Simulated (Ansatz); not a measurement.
Relaxed CaF2 (fluorite):

```
CaF2
1.0
    0.00000     2.75548     2.75548
    2.75548     0.00000     2.75548
    2.75548     2.75548     0.00000
Ca F
1 2
Direct
  0.00000   0.00000   0.00000
  0.25000   0.25000   0.25000
  0.75000   0.75000   0.75000
```

Scan: atom 3 (F, nearest neighbour Ca at 2.386 Å; its periodic images, 3.9 Å or more away, move with it) is displaced along Cartesian [111], direction (0.577, 0.577, 0.577) in Cartesian axes, by s. The other atoms stay.

Calculation: PBE (plane waves to 420 eV, PAW, scalar-relativistic; Ansatz, a first-principles code). k mesh 8×8×8 (Γ-centred), Fermi-Dirac smearing 0.05 eV. The energy includes the smearing's −TS. CaF2 was relaxed with its symmetry unable to fall. ΔE is measured from the undisplaced structure.

Successive frames, forces in eV/Å:

```json
[
 {"frame": "s = -0.144 Å", "ΔE (meV/cell)": "38.9", "F on Ca1": "(-0.107, -0.107, -0.107)", "F on F2": "(-0.188, -0.188, -0.188)", "F on F3": "(0.295, 0.295, 0.295)"},
 {"frame": "s = -0.096 Å", "ΔE (meV/cell)": "17.9", "F on Ca1": "(-0.081, -0.081, -0.081)", "F on F2": "(-0.127, -0.127, -0.127)", "F on F3": "(0.208, 0.208, 0.208)"},
 {"frame": "s = -0.048 Å", "ΔE (meV/cell)": "4.7", "F on Ca1": "(-0.046, -0.046, -0.046)", "F on F2": "(-0.064, -0.064, -0.064)", "F on F3": "(0.110, 0.110, 0.110)"},
 {"frame": "s = 0.000 Å", "ΔE (meV/cell)": "0.0", "F on Ca1": "(0.000, 0.000, 0.000)", "F on F2": "(0.000, 0.000, 0.000)", "F on F3": "(0.000, 0.000, 0.000)"}
]
```

### Question
What are the energy and the forces in the next frame, s = 0.048 Å?

### Answer
ΔE (meV/cell) = 5.0.

| atom | Fx | Fy | Fz |
|---|---|---|---|
| Ca1 | 0.059 | 0.059 | 0.059 |
| F2 | 0.065 | 0.065 | 0.065 |
| F3 | -0.124 | -0.124 | -0.124 |

(For displaced atoms, the force is minus the slope of the energy, and its curvature is a force constant, which sets phonon frequencies.)
